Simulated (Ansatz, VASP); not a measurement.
Two plane-wave programs on HfO2

The input INCAR:

```
SYSTEM = HfO2
PREC     = Accurate       ! precision mode
ENCUT    = 520            ! plane-wave cutoff, eV
EDIFF    = 1E-6           ! SCF threshold, eV
ISMEAR   = 0              ! smearing method
SIGMA    = 0.05           ! smearing width, eV
LREAL    = .False.        ! projectors in reciprocal space
LASPH    = .True.         ! aspherical terms in the spheres
NELM     = 100            ! most SCF steps
ALGO     = Normal         ! electronic algorithm
ISIF     = 2              ! what is computed and relaxed
LWAVE    = .False.        ! write WAVECAR
LCHARG   = .False.        ! write CHGCAR
GGA      = PS             ! functional
NBANDS   = 18             ! bands
```

File KPOINTS:

```
Automatic mesh
0
Gamma
  8 8 8
  0 0 0
```

File POSCAR:

```
HfO2
1.0
   -0.1988385150      2.4266700455      2.4266700455
    2.4266700455     -0.1988385150      2.4266700455
    2.4266700455      2.4266700455     -0.1988385150
Hf O
1 2
Direct
    0.0000000000      0.0000000000      0.0000000000
    0.2500000000      0.2500000000      0.2500000000
    0.7500000000      0.7500000000      0.7500000000
```

Input for Ansatz:

```yaml
crystal:
  lattice:
    - [-0.198838515, 2.4266700455, 2.4266700455]
    - [2.4266700455, -0.198838515, 2.4266700455]
    - [2.4266700455, 2.4266700455, -0.198838515]
  atoms:
    - { symbol: Hf, position: [0.0, 0.0, 0.0] }
    - { symbol: O, position: [0.25, 0.25, 0.25] }
    - { symbol: O, position: [0.75, 0.75, 0.75] }
basis:
  ecutwfc: 520.0
kpoints:
  mp_grid: { grid: [8, 8, 8] }
hamiltonian:
  xc: pbesol
  pseudopotentials: { kind: paw, azcp: { folder: soft_1 } }
scf:
  occupations: { method: gaussian, width: 0.05 }
output:
  forces: true
  stress: true
  eigenvalues: true
```

Alike in both runs: task single point; functional PBEsol; k mesh 8 × 8 × 8; occupations gaussian, width 0.05 eV; no spin polarisation.

```csv
,VASP,Ansatz
version,VASP 6.6.1,Ansatz 0.2.0
potentials or method,"VASP PAW PBE potentials, release 64 (Hf_pv, O)","scalar-relativistic, plane waves, PAW"
plane-wave cutoff (eV),520,520
valence electrons in the cell,22,38
```

Ansatz gave:

* gap on the k mesh at the Fermi level (eV): 3.84
* least direct gap on the mesh (eV): 3.84
* pressure (GPa): 5.4
* largest component of the traceless stress (GPa): 12.05
* rms of the force components (eV/Å): 0.821

Task: Which values does VASP return?

Result: gap on the k mesh at the Fermi level (eV): 3.87; least direct gap on the mesh (eV): 3.87; pressure (GPa): 1.8; largest component of the traceless stress (GPa): 11.79; rms of the force components (eV/Å): 0.788.

Atom by atom the forces differ by 0.032 eV/Å (rms over components). The two sets of potentials don't hold the same shells in valence. Ansatz warned: «pseudo_functional_mismatch».

Caveats: the PAW data sets were made with another functional, which shifts forces and pressure a little (VASP); spin-orbit coupling is left out, which moves the levels of the heavy elements. A k mesh can miss the band edges.
